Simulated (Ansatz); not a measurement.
## A strain series on MgI2 (CdI2 type): epitaxial in the xy plane

MgI2 (CdI2 type), relaxed with r2SCAN+rVV10 in Ansatz 0.2.0, then strained (epitaxial in the xy plane; changes of length per length, axes as in the cell below) with the atoms relaxed again within the symmetry that is left. The symmetry is P-3m1 (No. 164, trigonal); conventional cell a = 4.157 Å, c = 6.873 Å, 34.29 Å³ an atom. Around Mg lie 6 I at 2.92 Å; around I lie 3 Mg at 2.92 Å. No spin polarisation and no zero-point or thermal motion.

```yaml
crystal:
  lattice:
    - [4.15721, 0.00000, 0.00000]
    - [-2.07861, 3.60025, 0.00000]
    - [0.00000, 0.00000, 6.87333]
  atoms:
    - { symbol: Mg, position: [0.00000, 0.00000, 0.00000] }
    - { symbol: I, position: [0.33333, 0.66667, 0.24262] }
    - { symbol: I, position: [0.66667, 0.33333, 0.75738] }
```

Gaps are the least over each mesh (PBE 12×12×4, r2SCAN 12×12×4, HSE06 6×6×4 when unstrained) and the special points, which keep their unstrained names.

```tsv
strain (%)	free normal strain (%)	gap, PBE (eV)	gap, r2SCAN (eV)	gap, HSE06 (eV)	edges, HSE06
-3.0	+1.76	3.448	4.067	4.393	Γ → (0, 0.474, 0.341)
0.0	0.00	3.513	4.129	4.468	Γ → (1/2, 0, 0.350)
+1.5	-0.75	3.380	3.989	4.328	Γ → (0, 0.464, 0.312)
+5.0	-3.08	2.970	3.728	3.959	Γ
```

Between zero and the nearest strains the slope of the HSE06 gap against strain is +0.025 eV per percent for negative and -0.093 for positive strain; it falls either way, as happens when edge states split or other valleys take over.

No spin-orbit coupling is included; it can move band edges with weight on the heavy atoms by tenths of an eV.

Where an edge lies off the special points, it is a point of the mesh or the k point where a search put PBE's edge or least direct gap, reused for the other functionals, whose own edges may lie a little apart.

The meshes of the hybrids are coarse, so their gaps aren't converged to the digits shown.
